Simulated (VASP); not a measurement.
# BaS in VASP: notebook, part 2 of 2

VASP 6.6.1.

## 4. Electric field gradients, r2SCAN

POSCAR reads:

```
BaS
1.0
    0.0000000000      3.1937500000      3.1937500000
    3.1937500000      0.0000000000      3.1937500000
    3.1937500000      3.1937500000      0.0000000000
Ba S
1 1
Direct
    0.0000000000      0.0000000000      0.0000000000
    0.5000000000      0.5000000000      0.5000000000
```

INCAR.step1 reads:

```
SYSTEM = BaS
ALGO = Normal ; EDIFF = 1E-4
ENCUT = 520 ; GGA = PE
ISMEAR = -1 ; LASPH = .True.
LCHARG = .False. ; LREAL = .False.
LWAVE = .True. ; NBANDS = 15
NELM = 80 ; PREC = Accurate
SIGMA = 0.02
```

INCAR.step2 reads:

```
SYSTEM = BaS
ALGO = Normal ; EDIFF = 1E-8
ENCUT = 520 ; ISIF = 2
ISMEAR = -1 ; ISTART = 1
LASPH = .True. ; LCHARG = .False.
LEFG = .True. ; LMIXTAU = .True.
LREAL = .False. ; LWAVE = .False.
METAGGA = R2SCAN ; NBANDS = 15
NELM = 80 ; PREC = Accurate
SIGMA = 0.02
```

KPOINTS reads:

```
k-points
0
Gamma
  8 8 8
  0 0 0
```

Potentials or basis: VASP PAW PBE potentials, release 64 (Ba_sv, S).

Launch:

```bash
$ cat potpaw_PBE.64/Ba_sv/POTCAR potpaw_PBE.64/S/POTCAR > POTCAR
$ cp INCAR.step1 INCAR
$ mpirun -np 1 vasp_std > vasp.out
$ cp INCAR.step2 INCAR
$ mpirun -np 1 vasp_std > vasp.out
```

OUTCAR:

```text
SYSTEM = BaS
   EDIFF = 1E-8
   ENCUT = 520
   ISIF = 2
   ISMEAR = -1
   ISTART = 1
   LASPH = .True.
   LREAL = .False.
   METAGGA = R2SCAN
   NELM = 80
   PREC = Accurate

 ion  position               nearest neighbor table
   1  0.000  0.000  0.000-   2 3.19   2 3.19   2 3.19   2 3.19   2 3.19   2 3.19
   2  0.500  0.500  0.500-   1 3.19   1 3.19   1 3.19   1 3.19   1 3.19   1 3.19

  LATTYP: Found a face centered cubic cell.
 ALAT       =     6.3875000000

  Lattice vectors:

 A1 = (   0.0000000000,   3.1937500000,   3.1937500000)
 A2 = (   3.1937500000,   0.0000000000,   3.1937500000)
 A3 = (   3.1937500000,   3.1937500000,   0.0000000000)

Analysis of symmetry for initial positions (statically):
=====================================================================
 Subroutine PRICEL returns:
 Original cell was already a primitive cell.

 Routine SETGRP: Setting up the symmetry group for a
 face centered cubic supercell.

 Subroutine GETGRP returns: Found 48 space group operations
 (whereof 48 operations were pure point group operations)
 out of a pool of 48 trial point group operations.

The static configuration has the point symmetry O_h .

Analysis of symmetry for dynamics (positions and initial velocities):
=====================================================================
 Subroutine PRICEL returns:
 Original cell was already a primitive cell.

 Routine SETGRP: Setting up the symmetry group for a
 face centered cubic supercell.

 Subroutine GETGRP returns: Found 48 space group operations
 (whereof 48 operations were pure point group operations)
 out of a pool of 48 trial point group operations.

[... 576 lines left out ...]
      6      -0.2460      2.00000
      7       0.3604      2.00000
      8       0.4402      2.00000
      9       6.3542      0.00000
     10       6.5409      0.00000
     11       8.4258      0.00000
     12       8.7321      0.00000
     13       9.7531      0.00000
     14      10.5874      0.00000
     15      11.4335      0.00000

 [... further k-points ...]

------------------------ aborting loop because EDIFF is reached ----------------------------------------

  FORCE on cell =-STRESS in cart. coord.  units (eV):
  Direction    XX          YY          ZZ          XY          YZ          ZX
  --------------------------------------------------------------------------------------
  -------------------------------------------------------------------------------------
  Total        0.5729393      0.5729393      0.5729393     -0.0000000      0.0000000      0.0000000
  in kB       14.0892045     14.0892045     14.0892045     -0.0000000      0.0000000      0.0000000
  external PRESSURE =      14.0892045 kB  Pullay stress =       0.0000000 kB

 VOLUME and BASIS-vectors are now :
 -----------------------------------------------------------------------------
  energy-cutoff  :      520.00
  volume of cell :       65.15
      direct lattice vectors                 reciprocal lattice vectors
     0.000000000  3.193750000  3.193750000    -0.156555773  0.156555773  0.156555773
     3.193750000  0.000000000  3.193750000     0.156555773 -0.156555773  0.156555773
     3.193750000  3.193750000  0.000000000     0.156555773  0.156555773 -0.156555773

 POSITION                                       TOTAL-FORCE (eV/Angst)
 -----------------------------------------------------------------------------------
      0.00000      0.00000      0.00000         0.000000      0.000000      0.000000
      3.19375      3.19375      3.19375        -0.000000     -0.000000     -0.000000
 -----------------------------------------------------------------------------------
    total drift:                                0.000000      0.000000      0.000000

  FREE ENERGIE OF THE ION-ELECTRON SYSTEM (eV)
  ---------------------------------------------------
  free  energy   TOTEN  =       -39.1984028732 eV

  energy  without entropy=      -39.1984028732  energy(sigma->0) =      -39.19840287

 Electric field gradients (V/A^2)
---------------------------------------------------------------------
 ion       V_xx      V_yy      V_zz      V_xy      V_xz      V_yz
---------------------------------------------------------------------
   1      -0.000    -0.000    -0.000     0.000     0.000     0.000
   2      -0.000    -0.000     0.000     0.000     0.000     0.000
---------------------------------------------------------------------

 Electric field gradients after diagonalization (V/A^2)
 (convention: |V_zz| > |V_xx| > |V_yy|)
----------------------------------------------------------------------
 ion       V_xx      V_yy      V_zz     asymmetry (V_yy - V_xx)/ V_zz
----------------------------------------------------------------------
   1      -0.000    -0.000     0.000       0.000
   2      -0.000    -0.000     0.001       0.000
----------------------------------------------------------------------

           NMR quadrupolar parameters

 Cq : quadrupolar parameter    Cq=e*Q*V_zz/h
 eta: asymmetry parameters     (V_yy - V_xx)/ V_zz
 Q  : nuclear electric quadrupole moment in mb (millibarn)
----------------------------------------------------------------------
 ion       Cq(MHz)       eta       Q (mb)
----------------------------------------------------------------------
   1       0.000       0.000       1.000
   2       0.000       0.000       1.000
----------------------------------------------------------------------
```

OUTCAR.step1:

```text
SYSTEM = BaS
   EDIFF = 1E-4
   ENCUT = 520
   GGA = PE
   ISMEAR = -1
   LASPH = .True.
   LREAL = .False.
[... 652 lines left out ...]
      0.00000      0.00000      0.00000        -0.000000      0.000000      0.000000
      3.19375      3.19375      3.19375         0.000000     -0.000000     -0.000000
 -----------------------------------------------------------------------------------
    total drift:                                0.000000      0.000000      0.000000

  FREE ENERGIE OF THE ION-ELECTRON SYSTEM (eV)
  ---------------------------------------------------
  free  energy   TOTEN  =       -10.1847501864 eV

  energy  without entropy=      -10.1847501863  energy(sigma->0) =      -10.18475019
```

It took 68 s on 1 thread of Intel Xeon 6975P-C (Granite Rapids), shared host; peak memory 0.22 GiB.

Results:

```
Free energy            : -39.1984 eV
Pressure               : 1.4 GPa
Band gap on the k mesh : 2.46 eV, indirect (least direct gap 2.60 eV)
```

Levels at points of the mesh, in eV from the valence-band top:
| k point | band 6 | band 7 | band 8 | band 9 | band 10 | band 11 |
| --- | --- | --- | --- | --- | --- | --- |
| (0.00, 0.00, 0.00) | 0.00 | 0.00 | 0.00 | 4.22 | 4.31 | 4.31 |
| (0.50, 0.00, 0.00) | -1.92 | -1.08 | -1.08 | 6.04 | 6.14 | 6.86 |
| (0.50, 0.50, 0.00) | -0.52 | -0.13 | -0.13 | 2.46 | 6.52 | 6.72 |

Caveat: without QUAD_EFG the Cq values of the log hold for a quadrupole moment of 1 mb, not for the nuclei; the PAW data sets were made with another functional, which shifts forces and pressure a little; spin-orbit coupling is left out, which moves the levels of the heavy elements.

## 5. Electric field gradients, PBE (equal xy, yz and zx shear strains of -1 %)

INCAR reads:

```
SYSTEM = BaS
PREC = Accurate ; ENCUT = 520
EDIFF = 1E-8 ; ISMEAR = -1
SIGMA = 0.02 ; LREAL = .False.
LASPH = .True. ; NELM = 80
ALGO = Normal ; ISIF = 2
LWAVE = .False. ; LCHARG = .False.
GGA = PE ; LEFG = .True.
NBANDS = 15
```

KPOINTS reads:

```
Automatic mesh
0
Gamma
  8 8 8
  0 0 0
```

POSCAR reads:

```
BaS
1.0
   -0.0319375000      3.1777812500      3.1777812500
    3.1777812500     -0.0319375000      3.1777812500
    3.1777812500      3.1777812500     -0.0319375000
Ba S
1 1
Direct
    0.0000000000      0.0000000000      0.0000000000
    0.5000000000      0.5000000000      0.5000000000
```

Potentials or basis: VASP PAW PBE potentials, release 64 (Ba_sv, S).

Launch:

```bash
$ cat potpaw_PBE.64/Ba_sv/POTCAR potpaw_PBE.64/S/POTCAR > POTCAR
$ mpirun -np 1 vasp_std > vasp.out
```

OUTCAR:

```text
SYSTEM = BaS
   PREC = Accurate
   ENCUT = 520
   EDIFF = 1E-8
   ISMEAR = -1
   LREAL = .False.
   LASPH = .True.
   NELM = 80
   ISIF = 2
   GGA = PE

 ion  position               nearest neighbor table
   1  0.000  0.000  0.000-   2 3.19   2 3.19   2 3.19   2 3.19   2 3.19   2 3.19
   2  0.500  0.500  0.500-   1 3.19   1 3.19   1 3.19   1 3.19   1 3.19   1 3.19

  LATTYP: Found a trigonal (rhomboedric) cell.
 ALAT       =     4.4941748241
 COS(alpha) =     0.4899250057

  Lattice vectors:

 A1 = (  -0.0319375000,   3.1777812500,   3.1777812500)
 A2 = (   3.1777812500,  -0.0319375000,   3.1777812500)
 A3 = (   3.1777812500,   3.1777812500,  -0.0319375000)

Analysis of symmetry for initial positions (statically):
=====================================================================
 Subroutine PRICEL returns:
 Original cell was already a primitive cell.

 Routine SETGRP: Setting up the symmetry group for a
 trigonal (rhombohedral) supercell.

 Subroutine GETGRP returns: Found 12 space group operations
 (whereof 12 operations were pure point group operations)
 out of a pool of 12 trial point group operations.

The static configuration has the point symmetry D_3d.

Analysis of symmetry for dynamics (positions and initial velocities):
=====================================================================
 Subroutine PRICEL returns:
 Original cell was already a primitive cell.

 Routine SETGRP: Setting up the symmetry group for a
 trigonal (rhombohedral) supercell.

 Subroutine GETGRP returns: Found 12 space group operations
 (whereof 12 operations were pure point group operations)
 out of a pool of 12 trial point group operations.

The dynamic configuration has the point symmetry D_3d.

 Subroutine INISYM returns: Found 12 space group operations
 (whereof 12 operations are pure point group operations),
 and found     1 'primitive' translations

----------------------------------------------------------------------------------------

                                     Primitive cell

  volume of cell :      65.1478

  direct lattice vectors                    reciprocal lattice vectors
    -0.031937500  3.177781250  3.177781250    -0.154990137  0.156563641  0.156563641
     3.177781250 -0.031937500  3.177781250     0.156563641 -0.154990137  0.156563641
     3.177781250  3.177781250 -0.031937500     0.156563641  0.156563641 -0.154990137

  length of vectors
     4.494174824  4.494174824  4.494174824     0.270270771  0.270270771  0.270270771

  position of ions in fractional coordinates (direct lattice)
     0.000000000  0.000000000  0.000000000
     0.500000000  0.500000000  0.500000000

  ion indices of the primitive-cell ions
   primitive index   ion index
                 1           1
                 2           2

----------------------------------------------------------------------------------------

 KPOINTS: Automatic mesh

[... 84 lines left out ...]
   IALGO  =     38    algorithm
   IMIX   =      4    mixing-type and parameters
     AMIX     =   0.40;   BMIX     =  1.00
     AMIX_MAG =   1.60;   BMIX_MAG =  1.00
  volume/ion in A,a.u.               =      32.57       219.82
  Fermi-wavevector in a.u.,A,eV,Ry     =   1.025215  1.937375 14.300609  1.051065
  Thomas-Fermi vector in A             =   2.159043
   LORBIT       =      0    0 simple, 1 ext, 2 COOP (PROOUT), +10 PAW based schemes
   GGA     = PE    functional components
   LHFCALC =     F    Hartree Fock is set to
   AEXX    =    0.0000 exact exchange contribution
   IVDW    =     0    specifies the selected vdW correction
   LEPSILON=     F    determine dielectric tensor
   LRPA    =     F    only Hartree local field effects (RPA)
 non-spin polarized calculation
  energy-cutoff  :      520.00
  volume of cell :       65.15
 maximum number of plane-waves:      1783
 NGX is ok and might be reduce to    36
   NGX = 17   NGY = 17   NGZ = 17

 number of electron      16.0000001 magnetization

 Free energy of the ion-electron system (eV)
  ---------------------------------------------------
  ext. energy  EPLUGINS =         0.00000000
  ---------------------------------------------------
  free energy    TOTEN  =       -10.18360961 eV

  energy without entropy =      -10.18360961  energy(sigma->0) =      -10.18360961

 E-fermi :   1.8388     XC(G=0):  -8.6263

 val. band max:        1.4778784286   @ k =   0.0000   0.0000   0.0000
 cond. band min:       3.5611092893   @ k =   0.5000   0.5000   0.0000
 fundamental gap:      2.0832308607
 Fermi energy:         1.8388361223

 k-point     1 :       0.0000    0.0000    0.0000
  band No.  band energies     occupation
      1     -24.6209      2.00000
      2      -9.6775      2.00000
      3      -9.6775      2.00000
      4      -9.6740      2.00000
      5      -8.9060      2.00000
      6       1.4436      2.00000
      7       1.4436      2.00000
      8       1.4779      2.00000
      9       5.0455      0.00000
     10       5.2804      0.00000
     11       5.2804      0.00000
     12       5.4160      0.00000
     13       6.2508      0.00000
     14       6.2508      0.00000
[... 401 lines left out ...]
      2     -10.5169      2.00000
      3      -9.7770      2.00000
      4      -9.6880      2.00000
      5      -7.9981      2.00000
      6       0.0034      2.00000
      7       0.5319      2.00000
      8       1.0072      2.00000
      9       5.5787      0.00000
     10       6.2478      0.00000
     11       6.7638      0.00000
     12       7.3605      0.00000
     13       8.2338      0.00000
     14       9.1146      0.00000
     15      11.7445      0.00000

 [... further k-points ...]

------------------------ aborting loop because EDIFF is reached ----------------------------------------

  FORCE on cell =-STRESS in cart. coord.  units (eV):
  Direction    XX          YY          ZZ          XY          YZ          ZX
  --------------------------------------------------------------------------------------
  -------------------------------------------------------------------------------------
  Total        0.5799521      0.5799521      0.5799521      0.0726064      0.0726064      0.0726064
  in kB       14.2627296     14.2627296     14.2627296      1.7856045      1.7856045      1.7856045
  external PRESSURE =      14.2627296 kB  Pullay stress =       0.0000000 kB

 VOLUME and BASIS-vectors are now :
 -----------------------------------------------------------------------------
  energy-cutoff  :      520.00
  volume of cell :       65.15
      direct lattice vectors                 reciprocal lattice vectors
    -0.031937500  3.177781250  3.177781250    -0.154990137  0.156563641  0.156563641
     3.177781250 -0.031937500  3.177781250     0.156563641 -0.154990137  0.156563641
     3.177781250  3.177781250 -0.031937500     0.156563641  0.156563641 -0.154990137

 POSITION                                       TOTAL-FORCE (eV/Angst)
 -----------------------------------------------------------------------------------
      0.00000      0.00000      0.00000         0.000000      0.000000     -0.000000
      3.16181      3.16181      3.16181        -0.000000     -0.000000      0.000000
 -----------------------------------------------------------------------------------
    total drift:                                0.000000      0.000000      0.000000

  FREE ENERGIE OF THE ION-ELECTRON SYSTEM (eV)
  ---------------------------------------------------
  free  energy   TOTEN  =       -10.1836096135 eV

  energy  without entropy=      -10.1836096135  energy(sigma->0) =      -10.18360961

 Electric field gradients (V/A^2)
---------------------------------------------------------------------
 ion       V_xx      V_yy      V_zz      V_xy      V_xz      V_yz
---------------------------------------------------------------------
   1      -0.000    -0.000    -0.000     3.587     3.587     3.587
   2      -0.000    -0.000     0.000    -0.692    -0.692    -0.692
---------------------------------------------------------------------

 Electric field gradients after diagonalization (V/A^2)
 (convention: |V_zz| > |V_xx| > |V_yy|)
----------------------------------------------------------------------
 ion       V_xx      V_yy      V_zz     asymmetry (V_yy - V_xx)/ V_zz
----------------------------------------------------------------------
   1      -3.587    -3.587     7.175       0.000
   2       0.692     0.692    -1.384       0.000
----------------------------------------------------------------------

           NMR quadrupolar parameters

 Cq : quadrupolar parameter    Cq=e*Q*V_zz/h
 eta: asymmetry parameters     (V_yy - V_xx)/ V_zz
 Q  : nuclear electric quadrupole moment in mb (millibarn)
----------------------------------------------------------------------
 ion       Cq(MHz)       eta       Q (mb)
----------------------------------------------------------------------
   1       0.017       0.000       1.000
   2      -0.003       0.000       1.000
----------------------------------------------------------------------
```

stdout:

```text
POSCAR found type information on POSCAR BaS
 POSCAR found :  2 types and       2 ions
 scaLAPACK will be used
 LDA part: xc-table for (Slater+PW92), standard interpolation
 POSCAR, INCAR and KPOINTS ok, starting setup
 FFT: planning ... GRIDC
 FFT: planning ... GRID_SOFT
 FFT: planning ... GRID
 WAVECAR not read
 entering main loop
ion   1

ion   2
```

Wall time 69 s (1 thread of Intel Xeon Platinum 8259CL at 2.50GHz (Skylake/Cascade Lake), shared host); peak memory 0.24 GiB.

What came out:

```
Free energy            : -10.1836 eV
Pressure               : 1.4 GPa
Band gap on the k mesh : 2.08 eV, indirect (least direct gap 2.23 eV)
```

Levels at points of the mesh, in eV from the valence-band top:
| k point | band 4 | band 5 | band 6 | band 7 | band 8 | band 9 | band 10 | band 11 | band 12 | band 13 |
| --- | --- | --- | --- | --- | --- | --- | --- | --- | --- | --- |
| (0.00, 0.00, 0.00) | -11.15 | -10.38 | -0.03 | -0.03 | 0.00 | 3.57 | 3.80 | 3.80 | 3.94 | 4.77 |
| (0.50, 0.00, 0.00) | -11.19 | -9.14 | -1.96 | -1.13 | -1.07 | 5.50 | 5.67 | 6.20 | 6.35 | 8.88 |
| (0.50, 0.50, 0.00) | -11.34 | -10.29 | -0.55 | -0.17 | -0.15 | 2.08 | 5.91 | 6.00 | 7.43 | 7.48 |
| (0.50, 0.50, 0.50) | -11.20 | -9.16 | -1.96 | -1.15 | -1.15 | 5.55 | 5.67 | 6.34 | 6.34 | 8.93 |

Electric field gradients, principal values (V/Å²):
| atom | least | middle | greatest (by size) |
| --- | --- | --- | --- |
| 1 Ba | -3.587 | -3.587 | 7.175 |
| 2 S | 0.692 | 0.692 | -1.384 |

Caveat: the cell differs from its parent crystal (equal xy, yz and zx shear strains of -1 %); without QUAD_EFG the Cq values of the log hold for a quadrupole moment of 1 mb, not for the nuclei; spin-orbit coupling is left out, which moves the levels of the heavy elements.

## 6. The runs side by side

```csv
level,potentials or basis,cell,gap on the mesh (eV),pressure (GPa)
LDA,"VASP PAW LDA potentials, release 64 (Ba_sv, S)","a = 4.517 Å, angles 60.0°, 2 atoms",1.90,-1.8
PBEsol,"VASP PAW PBE potentials, release 64 (Ba_sv, S)","a = 4.517 Å, angles 60.0°, 2 atoms",1.98,-0.5
r2SCAN,"VASP PAW PBE potentials, release 64 (Ba_sv, S)","a = 4.517 Å, angles 60.0°, 2 atoms",2.46,1.4
PBE,"VASP PAW PBE potentials, release 64 (Ba_sv, S)","a = 4.494 Å, angles 60.7°, 2 atoms",2.08,1.4
```

Alike in all rows: task electric field gradients; no spin polarisation; k mesh 8 × 8 × 8; cutoff (eV) 520; smearing fermi-dirac 0.02 eV.

Caveats: spin-orbit coupling is left out, which moves the levels of the heavy elements; the PAW data sets were made with another functional, which shifts forces and pressure a little (some runs).

Absolute energies hang on the potentials; compare differences alone.

## 7. How close it comes

Step 2. Against the measured gap of BaS, 3.806 eV (indirect; 2 K; a printed reference work, monograph, original work of 1988), the calculated 1.90 eV is off by -1.90 eV. Spin-orbit coupling on Ba is left out. The value is that of LDA on a finite k mesh, which can miss the band edges, without temperature or zero-point motion. Semilocal functionals fall short of measured gaps as a rule.

Step 3. Against the measured gap of BaS, 3.806 eV (indirect; 2 K; a printed reference work, monograph, original work of 1988), the calculated 1.98 eV is off by -1.82 eV. Spin-orbit coupling on Ba is left out. The value is that of PBEsol on a finite k mesh, which can miss the band edges, without temperature or zero-point motion. Semilocal functionals fall short of measured gaps as a rule.

Step 4. A measured gap of BaS is 3.806 eV (indirect; 2 K; a printed reference work, monograph, original work of 1988); the calculated 2.46 eV misses it by -1.34 eV. Spin-orbit coupling on Ba is left out. The value is that of r2SCAN on a finite k mesh, which can miss the band edges, without temperature or zero-point motion.
